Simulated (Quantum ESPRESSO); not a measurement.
HfN:

```
Hf N
1.0
     0.00000    2.45482    2.45482
     2.45482    0.00000    2.45482
     2.45482    2.45482    0.00000
Hf N
1 1
Cartesian
  0.0000 0.0000 0.0000
  1.2274 1.2274 1.2274
```

The cell comes from a database or a generator and needn't be the stable form of this composition.

Base run:

* Program: Quantum ESPRESSO 7.5
* Functional: PBEsol
* Potentials or basis: GBRV 1.5 PBEsol
* Cutoff: 612 eV
* Density cutoff: 4898 eV
* k mesh: 9 × 9 × 9
* Occupations: fermi-dirac, width 0.05 eV
* Spin: no spin polarisation
* Hubbard terms: Hf d U = 1 eV

Its results: band gap on the k mesh none (metal or under the smearing width); pressure -3.7 GPa.

Problem. The run is repeated on the same cell with these changes: hubbard terms from Hf d U = 1 eV to none. What comes out?

Solution. Band gap on the k mesh none (metal or under the smearing width); pressure -5.1 GPa.

Caveats: U without spin polarisation on a metal has little footing (some runs).
